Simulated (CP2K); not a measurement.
Runs of CP2K 2026.2 on Te2Mo. The cell holds a slab with vacuum, 6 atoms: a = 6.362 Å, b = 3.480 Å, c = 36.176 Å, α = 90.00°, β = 90.14°, γ = 90.00°. 

| task | level | points a segment of the path (NPOINTS) | bands added on the path | gap on the mesh (eV) | largest force (eV/Å) |
| --- | --- | --- | --- | --- | --- |
| single point | PBE | - | - | none | 0.71 |
| band structure | r2SCAN | 6 | 2 | none | (a) |
| single point | BLYP | - | - | none | 1.20 |
| single point | PW91 | - | - | none | (b) |
| single point | WC | - | - | none | 0.48 |
| band structure | PBEsol | 6 | 2 | none | 0.43 |
| band structure | LDA | 6 | 2 | none | 0.32 |

Alike in all rows: potentials or basis POTENTIAL_UZH Te GTH-PBE-q6, Mo GTH-PBE-q14; DZVP-MOLOPT-PBE-GTH basis; no spin polarisation; cell as given; k mesh 4 × 8 × 1; smearing fermi-dirac 0.05 eV.

Q: Estimate the missing entries.

A: (a) 0.47; (b) 0.73.

Caveats: the basis of atomic orbitals isn't converged, which shifts pressures, moduli and gaps; the potentials were made for another functional, which shifts forces and pressure (some runs); spin-orbit coupling is left out, which moves the levels of the heavy elements (some runs); meta-GGAs are noisy in the vacuum on a uniform grid, which can shift empty levels and the work function (some runs).

A k mesh can miss the band edges, and the runs leave out spin-orbit coupling on Mo, Te.

A gap of «none» marks a metal or a gap under the smearing width.
